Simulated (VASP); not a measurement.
Here is a VASP 6.6.1 calculation.

Contents of INCAR:

```
  ALGO = Normal
  EDIFF = 1E-6
  ENCUT = 520
  ISIF = 2
  ISMEAR = 0
  LASPH = T
  LCHARG = F
  LREAL = F
  LWAVE = F
  NBANDS = 17
  NELM = 100
  PREC = Accurate
  SIGMA = 0.05
```

File KPOINTS:

```
k-points
0
Gamma
  8 8 8
```

Contents of POSCAR:

```
SnSe
1.0
    0.0000000000      2.9799000000      3.0100000000
    3.0401000000      0.0000000000      3.0100000000
    3.0401000000      2.9799000000      0.0000000000
Sn Se
1 1
Direct
    0.0000000000      0.0000000000      0.0000000000
    0.5000000000      0.5000000000      0.5000000000
```

Potentials or basis: VASP PAW LDA potentials, release 64 (Sn_d, Se).

Launch:

```sh
$ cat potpaw_LDA.64/Sn_d/POTCAR potpaw_LDA.64/Se/POTCAR > POTCAR
$ mpirun -np 1 vasp_std > vasp.out
```

(1) What does it give for the pressure?

(2) Estimate the band gap on the k mesh.

## Answers

(1) -3.2 GPa.

(2) 0.64 eV, direct.

Caveat: spin-orbit coupling is left out, which moves the levels of the heavy elements.
